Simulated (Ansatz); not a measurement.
The cell is COD entry 9000107, as deposited and not checked against the literature; nothing was relaxed. The listed cell was then made from it by scaling, straining or moving an atom.

An input for ZnS: DFT, PBEsol, PAW with Ansatz's default frozen-core files, scalar-relativistic (Ansatz 0.2.0). The PAW files were made with PBE; their cores are remade for this functional.

Command: `ansatz run input.yaml --threads 1 --pin off --max-ram 3072MiB --backend cpu --events-out ev --progress --plain --runs-dir out` The run took 3.3 s on 1 thread of Arm Neoverse V1 (shared host), peak memory 0.33 GiB.

```yaml
crystal:
  lattice:
    - [0.0, 2.7576958202, 2.7576958202]
    - [2.7576958202, 0.0, 2.7576958202]
    - [2.7576958202, 2.7576958202, 0.0]
  atoms:
    - { symbol: Zn, position: [0.0, 0.0, 0.0] }
    - { symbol: S, position: [0.75, 0.75, 0.75] }
kpoints:
  mp_grid: { grid: [8, 8, 8] }
scf:
  occupations: { method: fermi_dirac, width: 0.01 }
hamiltonian:
  xc: pbesol
  pseudopotentials: { kind: paw }
output:
  forces: true
  stress: true
  eigenvalues: true
  efg: { contact_densities: true }
```

Set-up and iterations as logged by Ansatz (the results part is left out, to be predicted):

```
Engine: ansatz 0.2.0
Pseudopotentials: kind: paw
Pseudopotential: Zn, paw, valence charge 12, recommended cutoff 420 eV (normal)
Pseudopotential: S, paw, valence charge 6, recommended cutoff 420 eV (normal)
Functional definition: PBEsol
  exchange = pbesol_x
  correlation = pbesol_c
Crystal: 2 atoms, lattice volume = 41.944 Å³
Basis set: ecut = 420 eV, 869 PW (Γ), exchange–correlation on 54×54×54 points (8 copies of the dense FFT grid, shifted against one another)
Bands: 13, of which v1, the nominal top of the filled ones, is band 9 counted from 1 (8 counted from 0)
Symmetry: 24 space group operations
Space group: F-43m (ITA 216), of the structure as read, at distance tolerance 3.5e-5 Å
k-points: 29 of 512 (time reversal used)
Non-local potential: Zn, projectors of the file, l = 0: 2, l = 1: 2, l = 2: 3, l = 3: 1
Non-local potential: S, projectors of the file, l = 0: 2, l = 1: 2, l = 2: 2
PAW form: soft (Blöchl's): semilocal exchange-correlation on the pseudo side does not see the compensation charge
PAW frozen core: Zn, regenerated for the run's functional, and the local potential with it (the file was generated under x = pbe(κ = 0.804, μ = 0.2195149727645171), c = pbe(β = 0.06672455060314922))
PAW frozen core: S, regenerated for the run's functional, and the local potential with it (the file was generated under x = pbe(κ = 0.804, μ = 0.2195149727645171), c = pbe(β = 0.06672455060314922))
PAW one-centre angular grid: Zn, 590 points (default); XC on 64 Gauss nodes
PAW one-centre angular grid: S, 110 points (default); XC on 64 Gauss nodes
Initial density: superposition of atomic densities (neutral atoms: chi_scale 0, normalization atom), corrected by the library's trained network
Initial wavefunctions: pseudopotential atomic-orbital guess
Functional: x = pbesol(κ = 0.804, μ = 0.12345679012345678), c = pbesol(β = 0.046)
SCF iter   1: F=—  HF=-4167.376951 eV  |F-HF|=—  |Δ(HF+E_count)|=         —  Δρ=5.29e-3  dr2=1.51e-2  ethr=1.77e-3  ⟨swp⟩=5.7  Hψ=2302  notcnv=0
SCF iter   2: F=—  HF=-4167.372340 eV  |F-HF|=—  |Δ(HF+E_count)|=   4.61e-3  Δρ=9.20e-4  dr2=1.92e-4  ethr=8.37e-5  ⟨swp⟩=3.0  Hψ=986  notcnv=0
SCF iter   3: F=—  HF=-4167.372352 eV  |F-HF|=—  |Δ(HF+E_count)|=   1.19e-5  Δρ=5.96e-4  dr2=8.65e-5  ethr=1.07e-6  ⟨swp⟩=2.1  Hψ=694  notcnv=0
SCF iter   4: F=—  HF=-4167.372402 eV  |F-HF|=—  |Δ(HF+E_count)|=   4.97e-5  Δρ=4.02e-4  dr2=6.55e-5  ethr=4.81e-7  ⟨swp⟩=2.0  Hψ=679  notcnv=0
SCF iter   5: F=—  HF=-4167.372380 eV  |F-HF|=—  |Δ(HF+E_count)|=   2.18e-5  Δρ=1.73e-4  dr2=1.14e-5  ethr=3.64e-7  ⟨swp⟩=2.9  Hψ=656  notcnv=0
SCF iter   6: F=—  HF=-4167.372375 eV  |F-HF|=—  |Δ(HF+E_count)|=   4.68e-6  Δρ=4.07e-5  dr2=5.53e-7  ethr=6.32e-8  ⟨swp⟩=2.0  Hψ=604  notcnv=0
SCF iter   7: F=-4167.372375 eV  HF=-4167.372375 eV  |F-HF|=1.14e-8  |Δ(HF+E_count)|=   2.31e-7  Δρ=4.60e-6  dr2=7.39e-9  ethr=5.56e-10  ⟨swp⟩=6.0  Hψ=1915  notcnv=0
```

Question: What pressure will this run report?

Answer: -5.69 GPa (positive in compression).
